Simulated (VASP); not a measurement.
# GaN (P6_3mc) in VASP: further runs

One crystal, GaN, is run at these levels: PBEsol, r2SCAN+rVV10, PBE+D3(BJ), rev-vdW-DF2; tasks: band structure.

Program: VASP 6.6.1. These are calculated values, not measurements. Logs are shortened: lines on timing, memory, paths and dates and some standing lists are left out, and cuts for length are marked.

**The experiment to reproduce.**

From “Studying electronic properties in GaN without electrical contacts using γ-γ vs e−-γ Perturbed Angular Correlations”, 2019, pmc:6823545, for a bulk crystal of GaN: band gap 3.503 ± 0.005 eV (direct).

The results are compared with them further down.

### 1 Starting point

The structure is hexagonal, space group P6_3mc (No. 186). Conventional cell: a = 3.180 Å, b = 3.180 Å, c = 5.183 Å, α = 90.00°, β = 90.00°, γ = 120.00°. Ga (site symmetry 3m) has 4 N at 1.94 to 1.95 Å as nearest neighbours. N (site symmetry 3m) is surrounded by 4 Ga at 1.94 to 1.95 Å.

### 2 Band structure, PBEsol

The input, INCAR:

```
SYSTEM = GaN
PREC = Accurate ; ENCUT = 520
EDIFF = 1E-6 ; ISMEAR = 0
SIGMA = 0.03 ; LREAL = .False.
LASPH = .True. ; NELM = 80
ALGO = Normal ; ISIF = 2
LWAVE = .False. ; LCHARG = .False.
GGA = PS ; NBANDS = 26
ICORELEVEL = 1
```

The input, KPOINTS:

```
Automatic mesh
0
Gamma
  12 12 5
  0 0 0
```

The input, POSCAR:

```
GaN                                     
1.0
    3.1802303021      0.0000000000     -0.0000000000
   -1.5901151510      2.7541602275      0.0000000000
    0.0000000000      0.0000000000      5.1832172871
  Ga              N             
     2     2
Direct
     0.3333333300000021    0.6666666699999979    0.9992402474439652
     0.6666666699999979    0.3333333300000021    0.4992402474439652
     0.3333333300000021    0.6666666699999979    0.3757597525560348
     0.6666666699999979    0.3333333300000021    0.8757597525560348
```

The input, KPOINTS_OPT:

```
explicit points
141
Reciprocal
 0.0000000000  0.0000000000  0.0000000000 1
 0.0357142857  0.0000000000  0.0000000000 1
 0.0714285714  0.0000000000  0.0000000000 1
 0.1071428571  0.0000000000  0.0000000000 1
 0.1428571429  0.0000000000  0.0000000000 1
 0.1785714286  0.0000000000  0.0000000000 1
[... 133 lines left out ...]
 0.5000000000  0.0000000000  0.5000000000 1
 0.5000000000  0.0000000000  0.0000000000 1
```

Potentials or basis: VASP PAW PBE potentials, release 64 (Ga_d, N).

Started as:

```bash
> cat potpaw_PBE.64/Ga_d/POTCAR potpaw_PBE.64/N/POTCAR > POTCAR
> mpirun -np 1 vasp_std > vasp.out
```

OUTCAR:

```text
SYSTEM = GaN
   PREC = Accurate
   ENCUT = 520
   EDIFF = 1E-6
   ISMEAR = 0
   LREAL = .False.
   LASPH = .True.
   NELM = 80
   ISIF = 2
   GGA = PS

 ion  position               nearest neighbor table
   1  0.333  0.667  0.999-   4 1.94   4 1.94   4 1.94   3 1.95
   2  0.667  0.333  0.499-   3 1.94   3 1.94   3 1.94   4 1.95
   3  0.333  0.667  0.376-   2 1.94   2 1.94   2 1.94   1 1.95
   4  0.667  0.333  0.876-   1 1.94   1 1.94   1 1.94   2 1.95

  LATTYP: Found a hexagonal cell.
 ALAT       =     3.1802303021
 C/A-ratio  =     1.6298245079

  Lattice vectors:

 A1 = (   3.1802303021,   0.0000000000,   0.0000000000)
 A2 = (  -1.5901151510,   2.7541602275,   0.0000000000)
 A3 = (   0.0000000000,   0.0000000000,   5.1832172871)

Analysis of symmetry for initial positions (statically):
=====================================================================
 Subroutine PRICEL returns:
 Original cell was already a primitive cell.

 Routine SETGRP: Setting up the symmetry group for a
 hexagonal supercell.

 Subroutine GETGRP returns: Found 12 space group operations
 (whereof  6 operations were pure point group operations)
 out of a pool of 24 trial point group operations.

The static configuration has the point symmetry C_3v.
 The point group associated with its full space group is C_6v.

Analysis of symmetry for dynamics (positions and initial velocities):
=====================================================================
 Subroutine PRICEL returns:
 Original cell was already a primitive cell.

 Routine SETGRP: Setting up the symmetry group for a
 hexagonal supercell.

 Subroutine GETGRP returns: Found 12 space group operations
 (whereof  6 operations were pure point group operations)
 out of a pool of 24 trial point group operations.

The dynamic configuration has the point symmetry C_3v.
 The point group associated with its full space group is C_6v.

 Subroutine INISYM returns: Found 12 space group operations
 (whereof  6 operations are pure point group operations),
 and found     1 'primitive' translations

----------------------------------------------------------------------------------------

                                     Primitive cell

  volume of cell :      45.3991

  direct lattice vectors                    reciprocal lattice vectors
     3.180230302  0.000000000  0.000000000     0.314442636  0.181543541  0.000000000
    -1.590115151  2.754160227  0.000000000     0.000000000  0.363087082  0.000000000
     0.000000000  0.000000000  5.183217287     0.000000000  0.000000000  0.192930364

  length of vectors
     3.180230302  3.180230299  5.183217287     0.363087081  0.363087082  0.192930364

  position of ions in fractional coordinates (direct lattice)
     0.333333330  0.666666670  0.999240247
     0.666666670  0.333333330  0.499240247
     0.333333330  0.666666670  0.375759753
     0.666666670  0.333333330  0.875759753

  ion indices of the primitive-cell ions
   primitive index   ion index
                 1           1
                 2           2
                 3           3
                 4           4

----------------------------------------------------------------------------------------

 KPOINTS: Automatic mesh

Automatic generation of k-mesh.
 Grid dimensions read from file:
 generate k-points for:   12   12    5

 Generating k-lattice:

  Cartesian coordinates                     Fractional coordinates (reciprocal lattice)
     0.026203553  0.015128628  0.000000000     0.083333333 -0.000000000  0.000000000
     0.000000000  0.030257257  0.000000000     0.000000000  0.083333333  0.000000000
     0.000000000  0.000000000  0.038586073     0.000000000  0.000000000  0.200000000

  Length of vectors
     0.030257257  0.030257257  0.038586073

  Shift w.r.t. Gamma in fractional coordinates (k-lattice)
     0.000000000  0.000000000  0.000000000

 Subroutine IBZKPT returns following result:
 ===========================================

 Found     57 irreducible k-points:

 Following reciprocal coordinates:
            Coordinates               Weight
  0.000000  0.000000  0.000000      1.000000
  0.083333  0.000000  0.000000      6.000000
  0.166667  0.000000  0.000000      6.000000
  0.250000  0.000000  0.000000      6.000000
  0.333333  0.000000  0.000000      6.000000
  0.416667  0.000000  0.000000      6.000000
[... 16 lines left out ...]
  0.250000  0.000000  0.200000     12.000000
  0.333333  0.000000  0.200000     12.000000
 [... further k-points ...]
   k-points           NKPTS =     57   k-points in BZ     NKDIM =     57   number of bands    NBANDS=     26
   number of dos      NEDOS =    301   number of ions     NIONS =      4
   total plane-waves  NPLWV =  23040
   dimension x,y,z NGX =    24 NGY =   24 NGZ =   40
   dimension x,y,z NGXF=    48 NGYF=   48 NGZF=   80
   ions per type =               2   2
   NGX,Y,Z   is equivalent  to a cutoff of  12.55, 12.55, 12.83 a.u.
   NGXF,Y,Z  is equivalent  to a cutoff of  25.09, 25.09, 25.66 a.u.
 SYSTEM =  GaN
   PREC   = accura    normal or accurate (medium, high low for compatibility)
   ISTART =      0    job   : 0-new  1-cont  2-samecut
   ICHARG =      2    charge: 1-file 2-atom 10-const
   ISPIN  =      1    spin polarized calculation?
   LNONCOLLINEAR =      F non collinear calculations
   LSORBIT =      F    spin-orbit coupling
   LASPH  =      T    aspherical Exc in radial PAW
   ENCUT  =  520.0 eV  38.22 Ry    6.18 a.u.   5.91  5.91  9.64*2*pi/ulx,y,z
   NELM   =     80;   NELMIN=  2; NELMDL= -5     # of ELM steps
   EDIFF  = 0.1E-05   stopping-criterion for ELM
   LREAL  =      F    real-space projection
   EDIFFG = 0.1E-04   stopping-criterion for IOM
   NSW    =      0    number of steps for IOM
   IBRION =     -1    ionic relax: 0-MD 1-quasi-New 2-CG
   NFREE  =      0    steps in history (QN), initial steepest desc. (CG)
   ISIF   =      2    stress and relaxation
   ISYM   =      2    0-nonsym 1-usesym 2-fastsym
   POTIM  = 0.5000    time-step for ionic-motion
   TEBEG  =    0.0;   TEEND  =   0.0 temperature during run
   PSTRESS=    0.0 pullay stress
   NELECT =      36.0000    total number of electrons
   NUPDOWN=      -1.0000    fix difference up-down
   EMIN   =  10.00;   EMAX   =-10.00  energy-range for DOS
   EFERMI =   0.00;   METHOD = LEGACY
   ISMEAR =     0;   SIGMA  =   0.03  broadening in eV -4-tet -1-fermi 0-gaus
   EFERMI_NEDOS =   21; number of points for ismear=-14 and -15
   IALGO  =     38    algorithm
   IMIX   =      4    mixing-type and parameters
     AMIX     =   0.40;   BMIX     =  1.00
     AMIX_MAG =   1.60;   BMIX_MAG =  1.00
  volume/ion in A,a.u.               =      11.35        76.59
  Fermi-wavevector in a.u.,A,eV,Ry     =   1.515281  2.863466 31.240030  2.296077
  Thomas-Fermi vector in A             =   2.624826
   LORBIT       =      0    0 simple, 1 ext, 2 COOP (PROOUT), +10 PAW based schemes
   GGA     = PS    functional components
   LHFCALC =     F    Hartree Fock is set to
   AEXX    =    0.0000 exact exchange contribution
   IVDW    =     0    specifies the selected vdW correction
   LEPSILON=     F    determine dielectric tensor
   LRPA    =     F    only Hartree local field effects (RPA)
 non-spin polarized calculation
 Gauss-broadening in eV      SIGMA  =   0.03
  energy-cutoff  :      520.00
  volume of cell :       45.40
 maximum number of plane-waves:      1244
 NGX is ok and might be reduce to    24
   NGX = 11   NGY = 11   NGZ = 19

 number of electron      35.9999996 magnetization

 Free energy of the ion-electron system (eV)
  ---------------------------------------------------
  ext. energy  EPLUGINS =         0.00000000
  ---------------------------------------------------
  free energy    TOTEN  =       -26.26852181 eV

  energy without entropy =      -26.26852181  energy(sigma->0) =      -26.26852181

 the core state eigenenergies are
   1-  1s -10217.1137  2s  -1250.5241  2p  -1086.9814  3s   -136.7449  3p    -87.4878

   2-  1s -10217.1137  2s  -1250.5241  2p  -1086.9814  3s   -136.7449  3p    -87.4878

   3-  1s   -370.3419
   4-  1s   -370.3419

 E-fermi :   5.3793     XC(G=0): -11.9388

 val. band max:        5.2584476425   @ k =   0.0000   0.0000   0.0000
 cond. band min:       7.1631874194   @ k =   0.0000   0.0000   0.0000
 fundamental gap:      1.9047397769
 Fermi energy:         5.3792956623

 k-point     1 :       0.0000    0.0000    0.0000
  band No.  band energies     occupation
      1     -10.7765      2.00000
      2      -9.8014      2.00000
      3      -8.1505      2.00000
      4      -8.1344      2.00000
      5      -8.1344      2.00000
      6      -8.0713      2.00000
[... 18 lines left out ...]
     25      16.9266      0.00000
     26      16.9266      0.00000

 k-point     2 :       0.0833    0.0000    0.0000
  band No.  band energies     occupation
      1     -10.7053      2.00000
      2      -9.7824      2.00000
      3      -8.1442      2.00000
      4      -8.1240      2.00000
      5      -8.1128      2.00000
      6      -8.0636      2.00000
[... 18 lines left out ...]
     25      16.5668      0.00000
     26      17.0834      0.00000

 k-point     3 :       0.1667    0.0000    0.0000
  band No.  band energies     occupation
      1     -10.5108      2.00000
      2      -9.7357      2.00000
      3      -8.1194      2.00000
      4      -8.0985      2.00000
      5      -8.0566      2.00000
      6      -8.0253      2.00000
[... 18 lines left out ...]
     25      16.5754      0.00000
     26      17.4453      0.00000

 k-point     4 :       0.2500    0.0000    0.0000
  band No.  band energies     occupation
      1     -10.2510      2.00000
      2      -9.6840      2.00000
      3      -8.0936      2.00000
      4      -8.0733      2.00000
      5      -8.0089      2.00000
      6      -7.9656      2.00000
[... 18 lines left out ...]
     25      16.5974      0.00000
     26      17.9250      0.00000

 k-point     5 :       0.3333    0.0000    0.0000
  band No.  band energies     occupation
      1     -10.0127      2.00000
      2      -9.6462      2.00000
      3      -8.0811      2.00000
      4      -8.0605      2.00000
      5      -7.9782      2.00000
      6      -7.9147      2.00000
[... 18 lines left out ...]
     25      16.7561      0.00000
     26      18.3605      0.00000

 k-point     6 :       0.4167    0.0000    0.0000
  band No.  band energies     occupation
      1      -9.8620      2.00000
      2      -9.6272      2.00000
      3      -8.0825      2.00000
      4      -8.0579      2.00000
      5      -7.9644      2.00000
      6      -7.9137      2.00000
[... 18 lines left out ...]
     25      17.3332      0.00000
     26      18.5046      0.00000

 k-point     7 :       0.5000    0.0000    0.0000
  band No.  band energies     occupation
      1      -9.8129      2.00000
      2      -9.6223      2.00000
      3      -8.0853      2.00000
      4      -8.0581      2.00000
      5      -7.9591      2.00000
      6      -7.9169      2.00000
[... 18 lines left out ...]
     25      17.5792      0.00000
     26      18.5408      0.00000

 k-point     8 :       0.0833    0.0833    0.0000
  band No.  band energies     occupation
      1     -10.5723      2.00000
      2      -9.7497      2.00000
      3      -8.1264      2.00000
      4      -8.1070      2.00000
      5      -8.0732      2.00000
      6      -8.0496      2.00000
[... 18 lines left out ...]
     25      16.0548      0.00000
     26      17.3684      0.00000

 k-point     9 :       0.1667    0.0833    0.0000
  band No.  band energies     occupation
      1     -10.3445      2.00000
      2      -9.7013      2.00000
      3      -8.0964      2.00000
      4      -8.0861      2.00000
      5      -8.0229      2.00000
      6      -8.0057      2.00000
[... 18 lines left out ...]
     25      16.1671      0.00000
     26      17.8728      0.00000

 k-point    10 :       0.2500    0.0833    0.0000
  band No.  band energies     occupation
      1     -10.0958      2.00000
      2      -9.6586      2.00000
      3      -8.0781      2.00000
      4      -8.0705      2.00000
      5      -7.9831      2.00000
      6      -7.9481      2.00000
[... 14 lines left out ...]
     21      12.1450      0.00000
     22      13.4844      0.00000

------------------------ aborting loop because EDIFF is reached ----------------------------------------

  FORCE on cell =-STRESS in cart. coord.  units (eV):
  Direction    XX          YY          ZZ          XY          YZ          ZX
  --------------------------------------------------------------------------------------
  -------------------------------------------------------------------------------------
  Total        0.0639394      0.0639394      0.0547875      0.0000000      0.0000000      0.0000000
  in kB        2.2564826      2.2564826      1.9335039      0.0000000      0.0000000      0.0000000
  external PRESSURE =       2.1488230 kB  Pullay stress =       0.0000000 kB

 VOLUME and BASIS-vectors are now :
 -----------------------------------------------------------------------------
  energy-cutoff  :      520.00
  volume of cell :       45.40
      direct lattice vectors                 reciprocal lattice vectors
     3.180230302  0.000000000  0.000000000     0.314442636  0.181543541  0.000000000
    -1.590115151  2.754160227  0.000000000     0.000000000  0.363087082  0.000000000
     0.000000000  0.000000000  5.183217287     0.000000000  0.000000000  0.192930364

 POSITION                                       TOTAL-FORCE (eV/Angst)
 -----------------------------------------------------------------------------------
     -0.00000      1.83611      5.17928        -0.000000     -0.000000     -0.002265
      1.59012      0.91805      2.58767         0.000000     -0.000000     -0.002265
     -0.00000      1.83611      1.94764        -0.000000      0.000000      0.002265
      1.59012      0.91805      4.53925         0.000000      0.000000      0.002265
 -----------------------------------------------------------------------------------
    total drift:                               -0.000011      0.000005     -0.000560

  FREE ENERGIE OF THE ION-ELECTRON SYSTEM (eV)
  ---------------------------------------------------
  free  energy   TOTEN  =       -26.2685218101 eV

  energy  without entropy=      -26.2685218101  energy(sigma->0) =      -26.26852181
```

It took 53 s on 1 thread of Intel Xeon Platinum 8559C (Emerald Rapids), shared host; peak memory 0.23 GiB.

What came out:

```yaml
Free_energy: -26.2685 eV
Pressure: 0.2 GPa
Band_gap_on_the_k_mesh: 1.90 eV, direct
Band_gap_along_the_path: 1.91 eV, direct
```

Forces in eV/Å, atoms in the order of the input:
```
Ga   0.000  0.000 -0.002
Ga   0.000  0.000 -0.002
N    0.000  0.000  0.002
N    0.000  0.000  0.002
```

Levels at the corners of the path, in eV from the valence-band top:
```tsv
point	band 14	band 15	band 16	band 17	band 18	band 19	band 20	band 21	band 22	band 23
Γ	-1.05	-1.05	-0.05	0.00	0.00	1.91	4.23	9.12	9.83	9.83
M	-5.36	-4.28	-2.79	-2.26	-1.02	4.95	5.53	5.95	8.59	10.29
M	-5.36	-4.28	-2.79	-2.26	-1.02	4.95	5.53	5.95	8.59	10.29
K	-5.41	-5.39	-3.04	-3.04	-2.78	5.00	7.81	7.81	8.33	9.78
K	-5.41	-5.39	-3.04	-3.04	-2.78	5.00	7.81	7.81	8.33	9.78
Γ	-1.05	-1.05	-0.05	0.00	0.00	1.91	4.23	9.12	9.83	9.83
Γ	-1.05	-1.05	-0.05	0.00	0.00	1.91	4.23	9.12	9.83	9.83
A	-3.89	-0.54	-0.54	-0.54	-0.54	4.23	4.23	8.39	8.39	10.35
A	-3.89	-0.54	-0.54	-0.54	-0.54	4.23	4.23	8.39	8.39	10.35
L	-6.70	-1.98	-1.98	-1.93	-1.93	4.31	4.31	7.72	7.72	9.89
L	-6.70	-1.98	-1.98	-1.93	-1.93	4.31	4.31	7.72	7.72	9.89
H	-6.24	-4.29	-4.29	-1.51	-1.51	6.36	6.36	7.21	7.21	9.04
H	-6.24	-4.29	-4.29	-1.51	-1.51	6.36	6.36	7.21	7.21	9.04
A	-3.89	-0.54	-0.54	-0.54	-0.54	4.23	4.23	8.39	8.39	10.35
L	-6.70	-1.98	-1.98	-1.93	-1.93	4.31	4.31	7.72	7.72	9.89
M	-5.36	-4.28	-2.79	-2.26	-1.02	4.95	5.53	5.95	8.59	10.29
K	-5.41	-5.39	-3.04	-3.04	-2.78	5.00	7.81	7.81	8.33	9.78
H	-6.24	-4.29	-4.29	-1.51	-1.51	6.36	6.36	7.21	7.21	9.04
```

Core levels (eV, on the scale of the bands):
```csv
atom,levels
1 Ga,"1s -10217.1, 2s -1250.5, 2p -1087.0, 3s -136.7, 3p -87.5"
2 Ga,"1s -10217.1, 2s -1250.5, 2p -1087.0, 3s -136.7, 3p -87.5"
3 N,1s -370.3
4 N,1s -370.3
```

Caveat: the PAW data sets were made with another functional, which shifts forces and pressure a little.

(Continued in part 2 of 2.)
